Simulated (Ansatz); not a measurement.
An Ansatz (a program for electronic structure) input (PBE in Ansatz (plane waves to 420 eV, PAW, no spin-orbit coupling), earlier PAW set):

Ansatz 0.2 input:
```yaml
crystal:
  lattice:
    - [4.4021539621, 0, 0]
    - [0, 6.2255858368, 0]
    - [0, 0, 17.201076981]
  atoms:
    - { symbol: Sb, position: [0.75, 0.5, 0.4360192102] }
    - { symbol: Al, position: [0.25, 0.25, 0.4360192102] }
    - { symbol: Sb, position: [1.25, 1, 0.5639807898] }
    - { symbol: Al, position: [0.75, 0.75, 0.5639807898] }
basis: { ecutwfc: 420, ecutrho_ratio: 4, xc_grid: 2, fft_grid_basis: typed }
kpoints: { mp_grid: { grid: [11, 8, 1] } }
hamiltonian:
  xc: pbe
  dispersion: none
  pseudopotentials: { azcp: { folder: ./paw }, kind: paw }
scf: { occupations: { method: fermi_dirac, width: 0.05 }, convergence: { dr2_threshold: 0.0000000004 } }
relax: { f_tol: 0.01, max_steps: 50 }
output: { forces: true, stress: true }
checkpoint: { write: state.ck, write_every: 1000 }
```

Q: Which symmetry and how many k-points will the program report, and about how many plane waves at Γ?

A: Space group Pmn21 (ITA 31) with 4 operations, k-points 30 of 88, and 9227 plane waves at Γ.

Whether these cells are dynamically stable was not tested. The cell was made from AlSb in the zinc blende structure (space group F-43m, No. 216) by this change: a free-standing slab of 2 layers (4 atoms, 2 a layer) is cut normal to [110], with 15 Å of vacuum and the in-plane cell held at bulk.
